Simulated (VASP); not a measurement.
Wanted: the native input for a VASP 6.6.1 run.

- Task: relaxation of cell and atoms
- Functional: RPBE
- Potentials or basis: VASP PAW PBE potentials, release 64 (Te, Pb_d)
- Cutoff: 600 eV
- k mesh: 8 × 8 × 8
- Occupations: gaussian, width 0.03 eV
- Spin: no spin polarisation
- Further INCAR settings: ALGO = Normal; EDIFF = 1e-07; IBRION = 2; EDIFFG = -0.005; NSW = 90; ISIF = 3

The structure of TePb lies in POSCAR:

```
TePb                                    
1.0
   -0.0000000000      3.3262621962      3.3262621962
    3.3262621962      0.0000000000      3.3262621962
    3.3262621962      3.3262621962     -0.0000000000
  Te              Pb            
     1     1
Direct
     0.5000000000000000    0.5000000000000000    0.5000000000000000
     0.0000000000000000    0.0000000000000000    0.0000000000000000
```

One way to write it, as run:

INCAR

```
PREC = Accurate ; ENCUT = 600
EDIFF = 1E-7 ; ISMEAR = 0
SIGMA = 0.03 ; LREAL = False
LASPH = True ; NELM = 80
ALGO = Normal ; ISIF = 3
LWAVE = False ; LCHARG = False
GGA = RP ; IBRION = 2
NSW = 90 ; EDIFFG = -0.005
```

KPOINTS

```
Automatic mesh
0
Gamma
  8 8 8
```

Potentials or basis: VASP PAW PBE potentials, release 64 (Te, Pb_d).

The run is started by

```bash
$ cat potpaw_PBE.64/Te/POTCAR potpaw_PBE.64/Pb_d/POTCAR > POTCAR
$ mpirun -np 1 vasp_std > vasp.out
```

Results of the run:

| Property | Result |
| --- | --- |
| Pressure after relaxing | 0.0 GPa |
| Band gap on the k mesh | 0.97 eV, direct |

Caveat: the relaxation stopped at its first step, so nothing moved; the PAW data sets were made with another functional, which shifts forces and pressure a little; spin-orbit coupling is left out, which as a rule narrows the gap of such compounds by several tenths of an eV.

Wall time 24 s on 1 thread of AMD EPYC 9R45 96-Core Processor (Zen 5), on a shared host, peak memory 0.22 GiB.
